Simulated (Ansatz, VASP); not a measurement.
**One calculation of Sb, two programs**

```
Sb
1.0
    -0.00731   -3.11698    0.01153
    -6.22720   -0.01459   -0.03759
    -0.03784    0.02296   -6.22496
Sb
4
Direct
  0.00034 0.99925 0.74926
  0.99976 0.00088 0.25096
  0.99987 0.50052 0.75039
  0.00003 0.49935 0.24940
```

Change from the starting cell: cell x4, atoms moved at random (sigma 0.1 Å) and cell strained at random (1.5 %), then relaxed without symmetry.

Alike in both runs: functional PBE; k mesh 8 × 4 × 4; occupations gaussian, width 0.2 eV; no spin polarisation.

Ansatz relaxed the structure, and its values are those at the end. VASP's run is a single point on that final structure, the one shown.

|  | VASP | Ansatz |
| --- | --- | --- |
| version | VASP 6.6.1 | Ansatz 0.2.0 |
| potentials or method | VASP PAW PBE potentials, release 64 (Sb) | scalar-relativistic, plane waves, PAW |
| plane-wave cutoff (eV) | 520 | 420 |
| valence electrons in the cell | 20 | 60 |

|  | VASP | Ansatz | Ansatz less VASP |
| --- | --- | --- | --- |
| gap on the k mesh at the Fermi level (eV) | none | none | - |
| pressure (GPa) | 0.0 | 0.0 | +0.02 |
| rms of the force components (eV/Å) | 0.005 | 0.005 | -0.0005 |

A gap of «none» marks a metal or a gap that the smearing closes. The functional is the same, so the differences come from potentials, cutoffs and numerics. The two sets of potentials don't hold the same shells in valence.

The runs have no spin-orbit coupling, so splittings on Sb are missing.
